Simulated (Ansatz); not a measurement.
Sb:

```
CELL_PARAMETERS angstrom
0.00000 2.37124 2.37124
2.37124 0.00000 2.37124
2.37124 2.37124 0.00000
ATOMIC_POSITIONS crystal
Sb 0.00000 0.00000 0.00000
```

This isn't the form of Sb at room conditions, which is rhombohedral.

| Quantity | Value |
| --- | --- |
| Program | Ansatz 0.2.0 |
| Task | single point |
| Functional | PBEsol |
| Potentials or basis | Ansatz PAW |
| Cutoff | 420 eV (not typed: the program's choice for these potentials) |
| k mesh | 10 × 10 × 10 |
| Occupations | fermi-dirac, width 0.05 eV |
| Spin | no spin polarisation |

On this cell: pressure -1.2 GPa; band gap on the k mesh none (metal or under the smearing width).

The same run follows on a disturbed copy (cell strained at random at fixed volume):

```
Sb
1.0
    -0.01676    2.38071    2.40165
     2.36975    0.04435    2.34054
     2.40963    2.35947    0.00447
Sb
1
Direct
  0.99246 0.01309 0.98926
```

Problem. What does the disturbed cell give?

Solution. The energy (extrapolated to zero smearing) moves by -2.0 meV/atom; pressure -1.3 GPa; band gap on the k mesh none (metal or under the smearing width).

Stress tensor (GPa, compression positive):
```
-1.21  0.42  0.20
 0.42 -1.17  0.10
 0.20  0.10 -1.58
```

The energy falls, though the first cell shows no forces: that form is unstable against this distortion, unless noise or another electronic state is at work.

Caveats: the PAW data sets come from PBE, with cores solved anew for the run's functional, which leaves a small shift of forces and pressure.
